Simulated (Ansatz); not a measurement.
**BP: a single-point run**

The task is a single-point run on BP. The structure is shown as the input types it.

Program: Ansatz 0.2.0. Level of theory: density functional or hybrid calculation with the settings of its input, plane waves (as first typed). These are calculated values, not measurements.

2 further runs of the same task are left out: 2 that didn't finish.

## (1) The system as given

It takes space group F-43m (No. 216, cubic). Conventional cell: a = 4.537 Å, b = 4.537 Å, c = 4.537 Å, α = 90.00°, β = 90.00°, γ = 90.00°. Around B (site symmetry -43m) lie 4 P at 1.96 Å. P (site symmetry -43m) has 4 B at 1.96 Å as nearest neighbours.

As a file:

```
CELL_PARAMETERS angstrom
0.00000 2.26832 2.26832
2.26832 0.00000 2.26832
2.26832 2.26832 0.00000
ATOMIC_POSITIONS crystal
B 0.00000 0.00000 0.00000
P 0.25000 0.25000 0.25000
```

## (2) The calculation

Input file input.yaml:

```yaml
crystal:
  lattice:
    - [0.0, 2.2683155501, 2.2683155501]
    - [2.2683155501, 0.0, 2.2683155501]
    - [2.2683155501, 2.2683155501, 0.0]
  atoms:
    - { symbol: B, position: [0.0, 0.0, 0.0] }
    - { symbol: P, position: [0.25, 0.25, 0.25] }
kpoints:
  mp_grid: { grid: [4, 4, 4] }
hamiltonian:
  xc: hse06
scf:
  occupations: { method: cold, width: 1.5 }
  n_extra_bands: 4
output:
  forces: true
  stress: true
  eigenvalues: true
```

The run is started by

```bash
$ ansatz run input.yaml --threads 4 --pin off --max-ram 3686MiB --backend cpu --events-out ev --progress --plain --runs-dir out
```

What happens when this is run?

The run converged and reported no error, with warnings (filled band counts differ across k points, stress exchange threshold loose, stress scf threshold loose). Its log warns: «output.stress: scf.convergence.dr2_threshold = 1e-7 eV (the SCF's general default) is looser than the 2e-10 eV advised for a printed stress (1e-10 eV for each atom of the ...»

Look at the input: scf.occupations.method is cold; scf.occupations.width is 1.5. Occupations are smeared over electronvolts, wider than many features of the bands.

To check: delete scf.occupations.width (the default then holds) and set scf.occupations.method to fixed.
